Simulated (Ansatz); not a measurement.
# Is this Be structure a true minimum?

The cell was reached from a generator's guess, though it ends in a space group that the Crystallography Open Database lists for this formula.

Method: DFT PBE, scalar-relativistic, plane waves, PAW (Ansatz). Settings: cutoff 420 eV, Γ-centred mesh 30×30×16 on the computed 2-atom cell, Gaussian smearing of 0.10 eV; no spin polarisation.

The cell below (2 atoms, space group P6_3/mmc (No. 194)) is relaxed within its symmetry.

```xyz
2
Lattice="2.2647 0.0000 0.0000 -1.1323 1.9613 0.0000 0.0000 0.0000 3.5619" Properties=species:S:1:pos:R:3 pbc="T T T"
Be    1.1323    0.6538    2.6714
Be    0.0000    1.3075    0.8905
```

For the test a repeat of it with 8 atoms (edges 2.26, 3.92, 7.12 Å) was strained at random (σ = 1.5 % a component), the atoms were moved at random (σ = 0.10 Å), and all was relaxed again on a coarse 10×6×4 mesh (in the run’s order of axes) with 0.20 eV smearing, with no symmetry imposed.

Problem. Is the structure stable against such a distortion?

Solution. It returns, within 1 meV/atom of the unmoved cell on that mesh and with the same symmetry when read at 0.1 Å (Cmcm at 0.01 Å, so small strains and shifts remain). No instability shows in this cell; modes of other wave vectors, which need another repeat, aren't tested.
